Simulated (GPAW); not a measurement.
Runs of GPAW 26.7.0 on Pt. It takes space group Im-3m (No. 229, cubic). Conventional cell: a = 3.168 Å, b = 3.168 Å, c = 3.168 Å, α = 90.00°, β = 90.00°, γ = 90.00°. Pt (site symmetry m-3m) has 8 Pt at 2.74 Å as nearest neighbours. This isn't the form of Pt at room conditions, which is fcc.

```tsv
task	level	potentials or basis	spin	cell	k mesh	smearing	band path	band points	spin axis theta (degrees)	spin axis phi (degrees)	smearing order	gap on the mesh (eV)	pressure (GPa)
single point	LDA	the program's PAW data sets (release 1.2.1) made for this functional, pw	off	as given	12 × 12 × 12	gaussian 0.05 eV	-	-	-	-	-	none	-17.0
band structure	r2SCAN	GPAW PAW data sets (gpaw-data 1.2.1), pw	SOC, no magnetisation	volume scaled by 1.04	9 × 9 × 9	fermi-dirac 0.02 eV	GHNGPH,PN	60	54.7	45	-	-	(a)
single point	PBE	GPAW PAW data sets (gpaw-data 1.2.1), pw	off	as given	12 × 12 × 12	gaussian 0.02 eV	-	-	-	-	-	none	-1.8
electrostatic potential	PBE	GPAW PAW data sets (gpaw-data 1.2.1), pw	off	as given	12 × 12 × 12	methfessel-paxton 0.2 eV	-	-	-	-	1	none	-1.8
```

Alike in all rows: cutoff (eV) 600.

**Question.** Fill in the values left out.

**Answer.** (a) -12.9.

Caveats: so large a pressure means that the cell lies far from this level's equilibrium, or that cutoff or potentials fall short (some runs); spin-orbit coupling was added after a scalar SCF, so levels and gaps hold it while energy, forces, pressure and moments don't (some runs); this program's spin-orbit splittings come out too wide for heavy elements (some runs); the PAW data sets were made with another functional, which shifts forces and pressure a little (some runs); this smearing can pin the Fermi level at a band edge (some runs).

A k mesh can miss the band edges, and rows without SOC leave out spin-orbit coupling on Pt.

A gap of «none» marks a metal or a gap under the smearing width.
